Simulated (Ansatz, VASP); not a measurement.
## Two plane-wave programs on KCl

File INCAR:

```
  PREC = Accurate
  ENCUT = 520
  EDIFF = 1E-8
  ISMEAR = -1
  SIGMA = 0.01
  LREAL = F
  LASPH = T
  NELM = 80
  ALGO = Normal
  ISIF = 2
  LWAVE = F
  LCHARG = F
  GGA = PS
  LEFG = T
  NBANDS = 15
```

The input KPOINTS:

```
Automatic mesh
0
Gamma
  7 7 7
```

File POSCAR:

```
KCl
1.0
    3.6096100034      0.0000000000      0.0000000000
    0.0000000000      3.6096100034      0.0000000000
    0.0000000000      0.0000000000      3.6096100034
K Cl
1 1
Direct
    0.0000000000      0.0000000000      0.0000000000
    0.5000000000      0.5000000000      0.5000000000
```

Input for Ansatz:

```yaml
crystal:
  lattice:
    - [3.6096100034, 0.0, 0.0]
    - [0.0, 3.6096100034, 0.0]
    - [0.0, 0.0, 3.6096100034]
  atoms:
    - { symbol: K, position: [0.0, 0.0, 0.0] }
    - { symbol: Cl, position: [0.5, 0.5, 0.5] }
kpoints:
  mp_grid: { grid: [7, 7, 7] }
scf:
  occupations: { method: fermi_dirac, width: 0.01 }
hamiltonian:
  xc: pbesol
  pseudopotentials: { kind: paw }
output:
  forces: true
  stress: true
  eigenvalues: true
  efg: { contact_densities: true }
```

Change from the starting cell: volume scaled by 0.98, PAW files.

Alike in both runs: task electric field gradients; functional PBEsol; k mesh 7 × 7 × 7; occupations fermi-dirac, width 0.01 eV; no spin polarisation.

```csv
,VASP,Ansatz
version,VASP 6.6.1,Ansatz 0.2.0
potentials or method,"VASP PAW PBE potentials, release 64 (K_sv, Cl)","PAW with Ansatz's default frozen-core files, scalar-relativistic"
plane-wave cutoff (eV),520,420
valence electrons in the cell,16,16
```

Ansatz gave:

- gap on the k mesh at the Fermi level (eV): 5.51
- pressure (GPa): 3.0
- Vzz of the field gradient on the site that differs most (V/Å²): 0.0

Estimate VASP's values.

gap on the k mesh at the Fermi level (eV): 5.51; pressure (GPa): 3.1; Vzz of the field gradient on the site that differs most (V/Å²): 0.0.

With one functional, cell and mesh, what is left measures potentials, basis and numerics.

Caveats: the PAW data sets were made with another functional, which shifts forces and pressure a little (VASP); an odd mesh through Γ misses points on the zone boundary, where band edges often lie.
